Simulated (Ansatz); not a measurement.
The system is HgTe (Coloradoite).

```
CELL_PARAMETERS angstrom
0.00000 3.21450 3.21450
3.21450 0.00000 3.21450
3.21450 3.21450 0.00000
ATOMIC_POSITIONS crystal
Hg 0.00000 0.00000 0.00000
Te 0.75000 0.75000 0.75000
```

* Program: Ansatz 0.2.0
* Task: relaxation of cell and atoms
* Functional: revPBE
* Dispersion: D3(BJ)
* Potentials or basis: Ansatz PAW
* Cutoff: 420 eV (not typed: the program's choice for these potentials)
* k mesh: 7 × 7 × 7
* Occupations: fermi-dirac, width 0.05 eV
* Spin: no spin polarisation

At the start: volume 33.22 Å³/atom.

Q: How do energy, volume and symmetry change on relaxing?

A: It ends after 5 steps and the volume is 34.60 Å³/atom (+4.2 %); space group F-43m (No. 216, to 0.05 Å).

Step by step:
```csv
step,energy change (eV),largest force (eV/Å),volume (Å³)
1,0.0000,0.0000,66.43
2,-0.0096,0.0000,70.83
3,-0.0146,0.0000,69.33
4,-0.0146,0.0000,69.20
5,-0.0152,0.0000,69.20
```

Final structure:
```
Hg Te
1.0
     0.00000    3.25854    3.25854
     3.25854    0.00000    3.25854
     3.25854    3.25854    0.00000
Hg Te
1 1
Direct
  0.00000 0.00000 0.00000
  0.75000 0.75000 0.75000
```

Caveat: the plane-wave basis is chosen anew once the cell has moved, so the energies of steps on either side of that aren't comparable; pairwise dispersion overbinds metals, which lowers pressure and volume; the PAW data sets come from PBE, with cores solved anew for the run's functional, which leaves a small shift of forces and pressure.
